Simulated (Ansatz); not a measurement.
# Gallium, diamond under BLYP: ground state and equation of state, part 1 of 2

The plan for gallium in the diamond structure: relax it, solve it on a dense k-mesh, then scale the cell to 7 volumes from 88 to 112 % of the relaxed one and try a fit of the equation of state. Spin polarisation is left out. The k-meshes are 9×9×9 for the relaxation; 15×15×15 for the dense run; 10×10×10 for the volumes.

Program: Ansatz 0.2.0. Level of theory: DFT BLYP, plane waves (420 eV) with PAW, scalar-relativistic; the PAW data stem from PBE, with regenerated cores. These are calculated values, not measurements.

### 1 The structure to begin with

The structure is cubic, space group Fd-3m (No. 227). The conventional cell has a = 5.959 Å, b = 5.959 Å, c = 5.959 Å, α = 90.00°, β = 90.00°, γ = 90.00°. Ga (site symmetry -43m) is surrounded by 4 Ga at 2.58 Å.

Coordinates:

```cif
data_structure
_symmetry_space_group_name_H-M 'Fd-3m:1'
_symmetry_Int_Tables_number 227
_cell_length_a 5.9592
_cell_length_b 5.9592
_cell_length_c 5.9592
_cell_angle_alpha 90.000
_cell_angle_beta 90.000
_cell_angle_gamma 90.000
_cell_volume 211.63
loop_
_atom_site_label
_atom_site_type_symbol
_atom_site_symmetry_multiplicity
_atom_site_Wyckoff_symbol
_atom_site_fract_x
_atom_site_fract_y
_atom_site_fract_z
_atom_site_occupancy
Ga1 Ga 8 b 0.75000 0.75000 0.75000 1
```

### 2 Relaxing cell and atoms

File input.yaml:

```yaml
crystal:
  lattice:
    - [0.0, 2.9796103622, 2.9796103622]
    - [2.9796103622, 0.0, 2.9796103622]
    - [2.9796103622, 2.9796103622, 0.0]
  atoms:
    - { symbol: Ga, position: [0.125, 0.125, 0.125] }
    - { symbol: Ga, position: [0.875, 0.875, 0.875] }
hamiltonian:
  xc: blyp
  pseudopotentials:
    kind: paw
    azcp:
      Ga: "pseudopotentials/Ga.paw.azcp"
basis:
  ecutwfc: 420
  fft_grid_basis: typed
kpoints:
  mp_grid: { grid: [9, 9, 9], shift: [0, 0, 0] }
magnetization:
  spin_polarized: false
scf:
  occupations: { method: fermi_dirac, width: 0.1 }
relax:
  max_steps: 60
  f_tol: 0.01
  cell: {}
output:
  write_density: true
  write_potential: true
  elf: true
  volumetric_format: npy
```

The program printed:

```text
Warning: RAYON_NUM_THREADS=2 ignored (pool sized by the plan → 2); use --threads N
Engine: ansatz 0.2.0, aarch64-unknown-linux-gnu
Pseudopotentials: kind: paw
Pseudopotential: Ga, paw, valence charge 13, recommended cutoff 420 eV (normal), <dir>
Functional definition: BLYP
  parameter beta = 0.0042
  parameter a = 0.04918
  parameter b = 0.132
  parameter c = 0.2533
  parameter d = 0.349
  exchange = b88_x(beta = beta)
  correlation = lyp_c(a = a, b = b, c = c, d = d)
Crystal: 2 atoms, lattice volume = 52.906 Å³
Basis set: ecut = 420 eV, 1037 PW (Γ), exchange–correlation on 60×60×60 points (8 copies of the dense FFT grid, shifted against one another)
Bands: 17, of which v1, the nominal top of the filled ones, is band 13 counted from 1 (12 counted from 0)
Symmetry: 48 space group operations
Space group: Fd-3m (ITA 227), of the structure as read, at distance tolerance 3.8e-5 Å
k-points: 35 of 729
Non-local potential: Ga, projectors of the file, l = 0: 2, l = 1: 2, l = 2: 3, l = 3: 1
PAW form: soft (Blöchl's): semilocal exchange-correlation on the pseudo side does not see the compensation charge
PAW frozen core: Ga, regenerated for the run's functional, and the local potential with it (the file was generated under x = pbe(κ = 0.804, μ = 0.2195149727645171), c = pbe(β = 0.06672455060314922))
PAW one-centre angular grid: Ga, 590 points (default); XC on 64 Gauss nodes
Initial density: superposition of atomic densities (neutral atoms: chi_scale 0, normalization atom), corrected by the library's trained network
Initial wavefunctions: pseudopotential atomic-orbital guess
Functional: x = b88, c = lyp
SCF iter   1: F=—  HF=-7585.480230 eV  |F-HF|=—  |Δ(HF+E_count)|=         —  Δρ=5.89e-3  dr2=2.13e-2  ethr=1.77e-3  ⟨swp⟩=5.1  Hψ=2762  notcnv=0
preconditioner: auto → LDOS  [metal: Δε(μ)=0.051 eV  Ē_g=16.572 eV  σ=0.100 eV  W_gap=0.13  n_scr=14 (ndim 8)  ℏωp=26.0 eV  f_vac=0.053  D(μ)=1.58/eV (n_scr^D=14)  β→1.0]
SCF iter   2: F=—  HF=-7585.471647 eV  |F-HF|=—  |Δ(HF+E_count)|=   8.58e-3  Δρ=2.16e-3  dr2=1.64e-3  ethr=8.18e-5  ⟨swp⟩=2.7  Hψ=1317  notcnv=0
SCF iter   3: F=—  HF=-7585.472950 eV  |F-HF|=—  |Δ(HF+E_count)|=   1.30e-3  Δρ=1.96e-3  dr2=1.30e-3  ethr=6.29e-6  ⟨swp⟩=2.0  Hψ=1046  notcnv=0
SCF iter   4: F=—  HF=-7585.471710 eV  |F-HF|=—  |Δ(HF+E_count)|=   1.24e-3  Δρ=3.05e-4  dr2=3.28e-5  ethr=5.00e-6  ⟨swp⟩=2.0  Hψ=1045  notcnv=0
SCF iter   5: F=—  HF=-7585.471681 eV  |F-HF|=—  |Δ(HF+E_count)|=   2.95e-5  Δρ=3.24e-5  dr2=1.04e-6  ethr=1.26e-7  ⟨swp⟩=2.0  Hψ=1011  notcnv=0
SCF iter   6: F=-7585.471681 eV  HF=-7585.471681 eV  |F-HF|=6.35e-9  |Δ(HF+E_count)|=   2.20e-7  Δρ=3.16e-6  dr2=4.46e-9  ethr=3.85e-10  ⟨swp⟩=8.0  Hψ=3798  notcnv=0
SCF 1 converged in 6 iterations: F = -7585.471681 eV  dr2 = 4.46e-9
relax step   1: F+E_penalty+E_count = -7585.47168091 eV  Δ(F+E_penalty+E_count) = +0.000e0 eV  max|allowed force component| = 2.313e-17 eV/Å  Δτ_max = 0.0000 Å  P = +1.316 GPa  Ω = 52.906 Å³  (6 SCF iters, dr2 threshold 1.00e-7 eV, accepted)
Crystal: 2 atoms, lattice volume = 54.301 Å³
Basis set: ecut = 420 eV, 1067 PW (Γ), exchange–correlation on 60×60×60 points (8 copies of the dense FFT grid, shifted against one another)
Initial density: handed on by an earlier stage of this run
Initial wavefunctions: those handed on with the density
iter 1 solved again at ethr=9.55e-7 eV; its pass at ethr=3.10e-3 eV (dr2=2.48e-4 eV) is discarded
SCF iter   1: F=—  HF=-7585.479394 eV  |F-HF|=—  |Δ(HF+E_count)|=         —  Δρ=7.21e-4  dr2=2.49e-4  ethr=9.55e-7  ⟨swp⟩=2.0  Hψ=3655  notcnv=0
preconditioner: auto → LDOS  [metal: Δε(μ)=0.035 eV  Ē_g=16.386 eV  σ=0.100 eV  W_gap=0.09  n_scr=14 (ndim 8)  ℏωp=25.7 eV  f_vac=0.084  D(μ)=1.63/eV (n_scr^D=14)  β→1.0]
SCF iter   2: F=—  HF=-7585.479420 eV  |F-HF|=—  |Δ(HF+E_count)|=   2.60e-5  Δρ=5.29e-4  dr2=9.89e-5  ethr=9.55e-7  ⟨swp⟩=2.0  Hψ=1032  notcnv=0
SCF iter   3: F=—  HF=-7585.479373 eV  |F-HF|=—  |Δ(HF+E_count)|=   4.68e-5  Δρ=2.06e-4  dr2=1.62e-5  ethr=3.80e-7  ⟨swp⟩=2.0  Hψ=1046  notcnv=0
SCF iter   4: F=—  HF=-7585.479361 eV  |F-HF|=—  |Δ(HF+E_count)|=   1.20e-5  Δρ=6.44e-5  dr2=2.26e-6  ethr=6.22e-8  ⟨swp⟩=2.0  Hψ=945  notcnv=0
SCF iter   5: F=-7585.479361 eV  HF=-7585.479361 eV  |F-HF|=2.72e-8  |Δ(HF+E_count)|=   3.48e-7  Δρ=1.34e-5  dr2=1.18e-7  ethr=7.69e-10  ⟨swp⟩=6.9  Hψ=4001  notcnv=0
SCF 2 converged in 5 iterations: F = -7585.479361 eV  dr2 = 1.18e-7
relax step   2: F+E_penalty+E_count = -7585.47936056 eV  Δ(F+E_penalty+E_count) = -7.680e-3 eV  max|allowed force component| = 1.619e-16 eV/Å  Δτ_max = 0.0000 Å  P = +0.512 GPa  Ω = 54.301 Å³  energy of the carried Pulay correction = -1.855e-4 eV  (5 SCF iters, dr2 threshold 2.00e-7 eV, accepted)
Crystal: 2 atoms, lattice volume = 55.228 Å³
iter 1 solved again at ethr=3.77e-7 eV; its pass at ethr=3.10e-3 eV (dr2=9.81e-5 eV) is discarded
SCF iter   1: F=—  HF=-7585.480834 eV  |F-HF|=—  |Δ(HF+E_count)|=         —  Δρ=4.65e-4  dr2=1.08e-4  ethr=3.77e-7  ⟨swp⟩=2.1  Hψ=3744  notcnv=0
preconditioner: auto → LDOS  [metal: Δε(μ)=0.021 eV  Ē_g=16.321 eV  σ=0.100 eV  W_gap=0.05  n_scr=14 (ndim 8)  ℏωp=25.5 eV  f_vac=0.084  D(μ)=1.67/eV (n_scr^D=14)  β→1.0]
SCF iter   2: F=—  HF=-7585.480846 eV  |F-HF|=—  |Δ(HF+E_count)|=   1.25e-5  Δρ=3.38e-4  dr2=4.23e-5  ethr=3.77e-7  ⟨swp⟩=2.0  Hψ=1036  notcnv=0
SCF iter   3: F=—  HF=-7585.480825 eV  |F-HF|=—  |Δ(HF+E_count)|=   2.10e-5  Δρ=1.38e-4  dr2=7.36e-6  ethr=1.63e-7  ⟨swp⟩=2.0  Hψ=1046  notcnv=0
SCF iter   4: F=—  HF=-7585.480820 eV  |F-HF|=—  |Δ(HF+E_count)|=   5.47e-6  Δρ=4.62e-5  dr2=1.12e-6  ethr=2.83e-8  ⟨swp⟩=2.0  Hψ=945  notcnv=0
SCF iter   5: F=-7585.480819 eV  HF=-7585.480819 eV  |F-HF|=1.69e-8  |Δ(HF+E_count)|=   2.02e-7  Δρ=9.62e-6  dr2=5.95e-8  ethr=7.69e-10  ⟨swp⟩=7.0  Hψ=4030  notcnv=0
SCF 3 converged in 5 iterations: F = -7585.480819 eV  dr2 = 5.95e-8
relax step   3: F+E_penalty+E_count = -7585.48081931 eV  Δ(F+E_penalty+E_count) = -1.459e-3 eV  max|allowed force component| = 7.401e-17 eV/Å  Δτ_max = 0.0000 Å  P = +0.043 GPa  Ω = 55.228 Å³  energy of the carried Pulay correction = -3.062e-4 eV  (5 SCF iters, dr2 threshold 2.00e-7 eV, accepted)
Initial wavefunctions: pseudopotential atomic-orbital guess (no wavefunctions were taken with the density)
iter 1 solved again at ethr=4.59e-7 eV; its pass at ethr=3.10e-3 eV (dr2=1.19e-4 eV) is discarded
SCF iter   1: F=—  HF=-7585.475393 eV  |F-HF|=—  |Δ(HF+E_count)|=         —  Δρ=4.55e-4  dr2=2.79e-6  ethr=4.59e-7  ⟨swp⟩=2.1  Hψ=4011  notcnv=0
preconditioner: auto → LDOS  [metal: Δε(μ)=0.020 eV  Ē_g=16.313 eV  σ=0.100 eV  W_gap=0.05  n_scr=14 (ndim 8)  ℏωp=25.5 eV  f_vac=0.084  D(μ)=1.67/eV (n_scr^D=14)  β→1.0]
SCF iter   2: F=—  HF=-7585.481106 eV  |F-HF|=—  |Δ(HF+E_count)|=   5.71e-3  Δρ=2.20e-5  dr2=1.74e-7  ethr=1.07e-8  ⟨swp⟩=2.6  Hψ=1076  notcnv=0
SCF iter   3: F=—  HF=-7585.481108 eV  |F-HF|=—  |Δ(HF+E_count)|=   1.52e-6  Δρ=1.21e-5  dr2=6.70e-8  ethr=6.70e-10  ⟨swp⟩=2.0  Hψ=1054  notcnv=0
SCF iter   4: F=—  HF=-7585.481108 eV  |F-HF|=—  |Δ(HF+E_count)|=   1.24e-7  Δρ=5.27e-6  dr2=8.54e-9  ethr=2.58e-10  ⟨swp⟩=2.0  Hψ=1047  notcnv=0
SCF iter   5: F=—  HF=-7585.481108 eV  |F-HF|=—  |Δ(HF+E_count)|=   3.63e-9  Δρ=1.85e-6  dr2=9.17e-10  ethr=3.28e-11  ⟨swp⟩=2.0  Hψ=1050  notcnv=0
SCF iter   6: F=—  HF=-7585.481108 eV  |F-HF|=—  |Δ(HF+E_count)|=   2.51e-8  Δρ=3.84e-7  dr2=4.44e-11  ethr=3.53e-12  ⟨swp⟩=2.0  Hψ=1053  notcnv=0
SCF iter   7: F=-7585.481108 eV  HF=-7585.481108 eV  |F-HF|=7.28e-12  |Δ(HF+E_count)|=  7.28e-10  Δρ=4.07e-8  dr2=6.13e-13  ethr=1.00e-12  ⟨swp⟩=5.5  Hψ=2577  notcnv=0
SCF 4 converged in 7 iterations: F = -7585.481108 eV  dr2 = 6.13e-13
relax step   4: F+E_penalty+E_count = -7585.48110815 eV  Δ(F+E_penalty+E_count) = -2.888e-4 eV  max|allowed force component| = 1.342e-16 eV/Å  Δτ_max = 0.0000 Å  P = +0.041 GPa  Ω = 55.228 Å³  stress off target by 4.09e-2 GPa  SCF on the basis re-selected at this cell (its energy is not comparable with the rows above)  (7 SCF iters)
basis re-selected at this cell: Δ(F+E_penalty+E_count) = -2.888e-4 eV, ΔP = -0.002 GPa vs the last step (what re-selecting the basis moved, of the pressure what is left beyond the Pulay correction that the steps carried, after the strain that the cell walked since its last selection, with what the two solves' SCF thresholds leave and, on support functions, any second-order correction that the steps lacked; it is no measure of the basis error at this ecutwfc). This SCF's stress stands 4.09e-2 GPa from its target on what of the cell is left free (relax.cell.stress_tol is 5.00e-2 GPa) and its largest allowed force component is 1.34e-16 eV/Å (relax.f_tol is 1.00e-2 eV/Å): within both
SCF converged after 7 iterations
Free energy (F): -7585.481108 eV
Harris-Foulkes:  -7585.481108 eV  (|F-HF|=7.28e-12)
Internal energy: -7585.428038 eV  (E = F + TS)
E sigma→0 (E₀):  -7585.454573 eV
Entropy (-TS):   -0.053071 eV (-26.535 meV/atom)
Fermi energy:    5.378852 eV
--- Per-component energies (eV) ---
  E_band       = -176.573229
  E_kinetic    = 228.887196
  E_local      = -4383.461503  (includes V_loc(G=0)·N_el)
  E_nonlocal   = 833.564435
  E_hartree    = 2031.274378
  E_xc         = -136.030520
  E_vxc        = -111.971319  (∫ρ·V_xc dr)
  E_paw        = -3991.177544  (= ΣΔE_a)
  E_vpaw       = -806.140541  (= ΣTr[D̂ρ^β])
  E_aug_tail   = -0.000252  (compensation charges beyond the density's cutoff)
  E_ewald      = -2168.516499
  E_core_change = 0.032272  (= ΣΔE_core)
  E_smearing   = -0.053071  (= −TS)
  E_closure    = -0.000000  (closes the sum)
  Σ components = -7585.481108   (vs F -7585.481108, Δ=0.00e0)
--- Forces (eV/Å), atoms counted from 1 ---
  atom   1  Ga    -0.00000000     0.00000000     0.00000000
  atom   2  Ga     0.00000000    -0.00000000    -0.00000000
  max |Σ_I F_I| component: 4.63e-17 eV/Å
--- Stress (GPa, compression-positive) ---
        0.040927       0.000000      -0.000000
        0.000000       0.040927      -0.000000
        0.000000      -0.000000       0.040927
  P = ⅓ Tr σ = 0.0409 GPa (0.409 kbar)
--- Band table (eV; the first three rows and the last of 35) ---
  k-point 0: bands = ["-9.4554", "-9.4554", "-9.4554", "-9.4197", "-9.4197", "-9.1669", "-9.1669", "-9.1669", "-9.1299", "-9.1299", "-3.6107", "7.6037", "7.8176", "7.8176", "7.8176", "9.8566", "9.8566"]
  k-point 1: bands = ["-9.4647", "-9.4647", "-9.4534", "-9.4066", "-9.4066", "-9.1743", "-9.1743", "-9.1704", "-9.1241", "-9.1241", "-3.4757", "5.8693", "7.5471", "7.5471", "8.5096", "10.2037", "10.2037"]
  k-point 2: bands = ["-9.4758", "-9.4758", "-9.4486", "-9.3868", "-9.3868", "-9.1858", "-9.1858", "-9.1793", "-9.1156", "-9.1156", "-3.0798", "3.9697", "7.0818", "7.0818", "8.2339", "10.7448", "10.7448"]
  k-point 34: bands = ["-9.5122", "-9.5075", "-9.3743", "-9.3312", "-9.3054", "-9.2629", "-9.2620", "-9.2249", "-9.0788", "-9.0742", "-0.5398", "0.4557", "3.9622", "4.5366", "10.9427", "10.9770", "11.4874"]
--- Relaxed structure (3 steps of the walk, 3 accepted, 1 SCFs on fresh bases) ---
  F+E_penalty+E_count = -7585.48110815 eV   max|allowed force component| = 1.342e-16 eV/Å   (the final SCF, on the basis selected at the relaxed cell)
  cell:  # Å, volume = 55.2280 Å³
    - [9.171669659212063e-34, 3.0225707248933875, 3.0225707248933875]
    - [3.0225707248933875, -8.152595252632945e-34, 3.0225707248933875]
    - [3.0225707248933875, 3.0225707248933875, -3.0572232197373543e-34]
  atoms:
    - { symbol: Ga, position: [0.125, 0.125, 0.125] }
    - { symbol: Ga, position: [0.8750000000000001, 0.8750000000000001, 0.8750000000000001] }
```

Run time: 4.7 s. Hardware: 2 threads of Arm Neoverse V1, shared host; peak memory 0.33 GiB.

The walk, from the log:

```csv
step,energy change (meV/atom),largest force (eV/Å),pressure (GPa),volume (Å³/atom)
1,0.00,0.0000,1.32,26.453
2,-3.84,0.0000,0.51,27.151
3,-4.57,0.0000,0.04,27.614
4,-4.71,0.0000,0.04,27.614
```

Steps that repeat a cell are solved on a basis chosen anew, so their changes of energy are no gain of the relaxation.

Changes in the cell that was computed:

|  | before | after | change |
| --- | --- | --- | --- |
| a (Å) | 4.214 | 4.275 | +1.4 % |
| b (Å) | 4.214 | 4.275 | +1.4 % |
| c (Å) | 4.214 | 4.275 | +1.4 % |
| volume (Å³/atom) | 26.453 | 27.614 | +4.4 % |
| shortest distance (Å) | 2.580 | 2.618 | +1.4 % |
| space group (spins left aside) | Fd-3m | Fd-3m | same |

### 3 The energy on a finer k-mesh

File input.yaml:

```yaml
crystal:
  lattice:
    - [0.0, 3.0225707249, 3.0225707249]
    - [3.0225707249, 0.0, 3.0225707249]
    - [3.0225707249, 3.0225707249, 0.0]
  atoms:
    - { symbol: Ga, position: [0.125, 0.125, 0.125] }
    - { symbol: Ga, position: [0.875, 0.875, 0.875] }
hamiltonian:
  xc: blyp
  pseudopotentials:
    kind: paw
    azcp:
      Ga: "pseudopotentials/Ga.paw.azcp"
basis:
  ecutwfc: 420
  fft_grid_basis: typed
kpoints:
  mp_grid: { grid: [15, 15, 15], shift: [0, 0, 0] }
magnetization:
  spin_polarized: false
scf:
  occupations: { method: fermi_dirac, width: 0.1 }
output:
  write_density: true
  write_potential: true
  elf: true
  volumetric_format: npy
```

The program printed, cut to the lines that bear on the results:

```text
Warning: RAYON_NUM_THREADS=2 ignored (pool sized by the plan → 2); use --threads N
[...]
Pseudopotentials: kind: paw
Pseudopotential: Ga, paw, valence charge 13, recommended cutoff 420 eV (normal), <dir>
Functional definition: BLYP
[...]
Crystal: 2 atoms, lattice volume = 55.228 Å³
Basis set: ecut = 420 eV, 1067 PW (Γ), exchange–correlation on 60×60×60 points (8 copies of the dense FFT grid, shifted against one another)
Bands: 17, of which v1, the nominal top of the filled ones, is band 13 counted from 1 (12 counted from 0)
Symmetry: 48 space group operations
Space group: Fd-3m (ITA 227), of the structure as read, at distance tolerance 3.8e-5 Å
k-points: 120 of 3375
[...]
SCF iter   1: F=—  HF=-7585.490566 eV  |F-HF|=—  |Δ(HF+E_count)|=         —  Δρ=6.00e-3  dr2=1.98e-2  ethr=1.77e-3  ⟨swp⟩=5.2  Hψ=9624  notcnv=0
[...]
SCF iter   6: F=-7585.483009 eV  HF=-7585.483009 eV  |F-HF|=1.10e-9  |Δ(HF+E_count)|=   5.89e-8  Δρ=3.57e-6  dr2=6.26e-9  ethr=3.85e-10  ⟨swp⟩=4.1  Hψ=7881  notcnv=0
[...]
SCF converged after 6 iterations
Free energy (F): -7585.483009 eV
[...]
E sigma→0 (E₀):  -7585.458526 eV
Entropy (-TS):   -0.048965 eV (-24.482 meV/atom)
Fermi energy:    5.360817 eV
[...]
--- Band table (eV; the first three rows and the last of 120) ---
  k-point 0: bands = ["-9.4530", "-9.4530", "-9.4530", "-9.4174", "-9.4174", "-9.1645", "-9.1645", "-9.1645", "-9.1275", "-9.1275", "-3.6104", "7.6041", "7.8181", "7.8181", "7.8181", "9.8568", "9.8568"]
[...]
```

It took 3.9 s on 2 threads of Arm Neoverse V1, shared host; peak memory 0.36 GiB.

The maps below are laid out on this run's own conventional cell (a, b, c = 6.045, 6.045, 6.045 Å).

Density in a lattice plane of the grid's cell (edges 6.05 and 6.05 Å, at 0.125 of the third edge), which holds Ga.

Values in e/Å³, 12 rows by 12 columns:
```
 0.13  0.16  0.16  0.13  0.10  0.08  0.07  0.06  0.06  0.07  0.08  0.10
 0.06  0.06  0.06  0.06  0.08  0.10  0.13  0.16  0.16  0.13  0.10  0.08
 0.04  0.03  0.03  0.04  0.06  0.13  0.28  0.68  0.68  0.28  0.13  0.07
 0.03  0.02  0.02  0.03  0.06  0.16  0.68 14.43 14.49  0.68  0.16  0.06
 0.03  0.02  0.02  0.03  0.06  0.16  0.67 14.73 14.43  0.68  0.16  0.06
 0.04  0.03  0.03  0.04  0.06  0.13  0.27  0.67  0.68  0.28  0.13  0.07
 0.07  0.06  0.06  0.07  0.08  0.10  0.13  0.16  0.16  0.13  0.10  0.08
 0.13  0.16  0.16  0.13  0.10  0.08  0.06  0.06  0.06  0.06  0.08  0.10
 0.28  0.68  0.68  0.28  0.13  0.07  0.04  0.03  0.03  0.04  0.06  0.13
 0.68 14.43 14.49  0.68  0.16  0.06  0.03  0.02  0.02  0.03  0.06  0.16
 0.67 14.73 14.43  0.68  0.16  0.06  0.03  0.02  0.02  0.03  0.06  0.16
 0.27  0.67  0.68  0.28  0.13  0.07  0.04  0.03  0.03  0.04  0.06  0.13
```
Columns run along the first of these edges and rows up along the second, over one cell in 12 and 12 even steps from the bottom left corner. Atoms in the plane (fractional): Ga at (0.12, 0.12), Ga at (0.62, 0.62).

ELF in the same plane.

Ten even steps from '0' (0.02) to '9' (0.42):
```
987778998765432223456789
898889888776665556667788
665556667788898889888776
432223456789987778998765
211011245799776667799754
100000125798752125789752
100000124787621402678742
100000124787621412678742
100000125798752125789752
211011245799776667799754
432223456789987778998765
665556667788898889888776
898889888776665556667788
987778998765432223456789
776667799754211011245799
752125789752100000125798
621402678742100000124787
621412678742100000124787
752125789752100000125798
776667799754211011245799
```
Columns run along the first of these edges and rows up along the second, over one cell in 24 and 20 even steps from the bottom left corner. Atoms in the plane (fractional): Ga at (0.12, 0.12), Ga at (0.62, 0.62).

Both are smooth fields of the valence electrons: close to the nuclei they are not physical.

Outside the cores ELF peaks at 0.54 on the Ga–Ga line, 1.3 Å from Ga.

### 4 Equation of state: 88 %

File input.yaml:

```yaml
crystal:
  lattice:
    - [0.0, 2.8964810781, 2.8964810781]
    - [2.8964810781, 0.0, 2.8964810781]
    - [2.8964810781, 2.8964810781, 0.0]
  atoms:
    - { symbol: Ga, position: [0.125, 0.125, 0.125] }
    - { symbol: Ga, position: [0.875, 0.875, 0.875] }
hamiltonian:
  xc: blyp
  pseudopotentials:
    kind: paw
    azcp:
      Ga: "pseudopotentials/Ga.paw.azcp"
basis:
  ecutwfc: 420
  fft_grid_basis: typed
kpoints:
  mp_grid: { grid: [10, 10, 10], shift: [0, 0, 0] }
magnetization:
  spin_polarized: false
scf:
  occupations: { method: fermi_dirac, width: 0.1 }
  lower_state_search: "off"
output:
  stress: true
```

The program printed, cut to the lines that bear on the results:

```text
Warning: RAYON_NUM_THREADS=2 ignored (pool sized by the plan → 2); use --threads N
[...]
Pseudopotentials: kind: paw
Pseudopotential: Ga, paw, valence charge 13, recommended cutoff 420 eV (normal), <dir>
Functional definition: BLYP
[...]
Crystal: 2 atoms, lattice volume = 48.601 Å³
Basis set: ecut = 420 eV, 941 PW (Γ), exchange–correlation on 60×60×60 points (8 copies of the dense FFT grid, shifted against one another)
Bands: 17, of which v1, the nominal top of the filled ones, is band 13 counted from 1 (12 counted from 0)
Symmetry: 48 space group operations
Space group: Fd-3m (ITA 227), of the structure as read, at distance tolerance 3.6e-5 Å
k-points: 47 of 1000
[...]
SCF iter   1: F=—  HF=-7585.407517 eV  |F-HF|=—  |Δ(HF+E_count)|=         —  Δρ=6.09e-3  dr2=2.25e-2  ethr=1.77e-3  ⟨swp⟩=5.1  Hψ=3766  notcnv=0
[...]
SCF iter   6: F=-7585.398366 eV  HF=-7585.398366 eV  |F-HF|=1.63e-9  |Δ(HF+E_count)|=   1.65e-7  Δρ=1.43e-6  dr2=8.57e-10  ethr=3.85e-10  ⟨swp⟩=4.6  Hψ=2745  notcnv=0
[...]
SCF converged after 6 iterations
Free energy (F): -7585.398366 eV
[...]
E sigma→0 (E₀):  -7585.378276 eV
Entropy (-TS):   -0.040181 eV (-20.090 meV/atom)
Fermi energy:    6.547026 eV
[...]
--- Stress (GPa, compression-positive) ---
        4.704840       0.000000      -0.000000
       -0.000000       4.704840       0.000000
       -0.000000       0.000000       4.704840
  P = ⅓ Tr σ = 4.7048 GPa (47.048 kbar)
```

Run time: 1.4 s. Hardware: 2 threads of Arm Neoverse V1, shared host; peak memory 0.32 GiB.

(Continued in part 2 of 2.)
